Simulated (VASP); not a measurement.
# PbTe: molecular dynamics with the cell free or held by constraints

PbTe, Pm-3m (no. 221), 8 atoms in the cell. PBE, constrained or biased molecular dynamics; PAW potentials Pb, Te (PBE set).

| Held coordinates | Spread of the volume (Å³) | Time (s) |
|---|---|---|
| none | 0.49 | 76 |
| volume held, shape free | 0.00 | 74 |
| angles held, lengths free | 1.27 | 71 |

Limits: each run has its own random start, so only a spread that vanishes tells of a constraint; the run is only 0.12 ps long, so its averages are rough.

## Input of the first row

INCAR:
```
ALGO = Normal
EDIFF = 1E-5
ENCUT = 240
IBRION = 0
ISIF = 3
ISMEAR = 0
ISYM = 0
LANGEVIN_GAMMA = 10 10
LANGEVIN_GAMMA_L = 10
LCHARG = False
LREAL = False
LWAVE = False
MDALGO = 3
NELMIN = 4
NSW = 60
PMASS = 1000
POTIM = 2.0
PREC = Normal
RANDOM_SEED = 427926 0 0
SIGMA = 0.05
TEBEG = 500
```

KPOINTS:
```
k-points
0
Gamma
  4 4 1
```

POSCAR:
```
TePb
1.0
    4.0022870000      0.0000000000      0.0000000000
    0.0000000000      4.0022870000      0.0000000000
    0.0000000000      0.0000000000     16.0091480000
Pb Te
4 4
Direct
    0.0000000000      0.0000000000      0.0000000000
    0.0000000000      0.0000000000      0.2500000000
    0.0000000000      0.0000000000      0.5000000000
    0.0000000000      0.0000000000      0.7500000000
    0.5000000000      0.5000000000      0.1250000000
    0.5000000000      0.5000000000      0.3750000000
    0.5000000000      0.5000000000      0.6250000000
    0.5000000000      0.5000000000      0.8750000000
```

Commands:
```
cat potpaw_PBE.64/Pb/POTCAR potpaw_PBE.64/Te/POTCAR > POTCAR
mpirun -np 4 vasp_std > vasp.out
```

ICONST of row 3:
```
LA 1 2 0
LA 1 3 0
LA 2 3 0
```

VASP 6.6.1 took 76 s on 4 cores (Intel Xeon Platinum 8124M @ 3.00GHz (Skylake/Cascade Lake)), a shared host.
